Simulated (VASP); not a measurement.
Crystal: Cu.

```xyz
1
Lattice="2.4316 0.0000 0.0000 -1.2158 2.1058 0.0000 0.0000 0.0000 2.2720" Properties=species:S:1:pos:R:3 pbc="T T T"
Cu    0.0000    0.0000    0.0000
```

The cell was built by a generator and needn't be a form met in nature.

| Quantity | Value |
| --- | --- |
| Program | VASP 6.6.1 |
| Task | relaxation of cell and atoms |
| Functional | PBEsol |
| Potentials or basis | VASP PAW PBE potentials, release 64 (Cu) |
| Cutoff | 600 eV |
| k mesh | 9 × 9 × 8 |
| Occupations | gaussian, width 0.1 eV |
| Spin | no spin polarisation |

At the start: pressure 9.7 GPa; volume 11.63 Å³/atom.

Problem. Where does the relaxation end?

Solution. Over 5 steps the energy falls by 36.7 meV/atom and the volume is 12.34 Å³/atom (+6.1 %); space group P6/mmm (No. 191, to 0.05 Å).

Step by step:
| step | energy change (eV) | largest force (eV/Å) | pressure (GPa) | volume (Å³) |
| --- | --- | --- | --- | --- |
| 1 | 0.0000 | 0.0000 | 9.70 | 11.63 |
| 2 | -0.0266 | 0.0000 | -4.90 | 12.84 |
| 3 | -0.0366 | 0.0000 | -0.47 | 12.38 |
| 4 | -0.0365 | 0.0000 | -0.61 | 12.40 |
| 5 | -0.0367 | 0.0000 | 0.11 | 12.34 |

Final structure:
```
CELL_PARAMETERS angstrom
2.44398 0.00000 0.00000
-1.22199 2.11655 0.00000
0.00000 0.00000 2.38565
ATOMIC_POSITIONS crystal
Cu 0.00000 0.00000 0.00000
```

Caveat: the PAW data sets were made with another functional, which shifts forces and pressure a little.
